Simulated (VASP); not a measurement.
Ca, 5 atoms in the cell. The cell holds a slab with vacuum, 5 atoms: a = 4.193 Å, b = 4.203 Å, c = 24.781 Å, α = 90.00°, β = 90.00°, γ = 90.00°. The slab is cut from a database's or a generator's crystal, which needn't be the stable form of the element.

```yaml
Program: VASP 6.6.1
Task: single point
Functional: PBE
Potentials_or_basis: VASP PAW PBE potentials, release 54 (Ca_pv)
Cutoff: 600 eV
k_mesh: 5 × 5 × 1
Occupations: fermi-dirac, width 0.05 eV
Spin: no spin polarisation
Dipole_correction: yes
Further_INCAR_settings: ALGO = Normal; EDIFF = 1e-06; NBANDS = 28
```

Potentials or basis: VASP PAW PBE potentials, release 54 (Ca_pv).

Run with:

```console
$ cat potpaw_PBE.54/Ca_pv/POTCAR > POTCAR
$ mpirun -np 1 vasp_std > vasp.out
```

Hardware: 1 thread of Intel(R) Xeon(R) Platinum 8488C (Sapphire Rapids), on a shared host.

Question: How long does it take, and how much memory?

Answer: Wall time 2.4 min on 1 thread of Intel(R) Xeon(R) Platinum 8488C (Sapphire Rapids) (shared host), peak memory 0.57 GiB. Counts: scf iterations 21, k points 9.
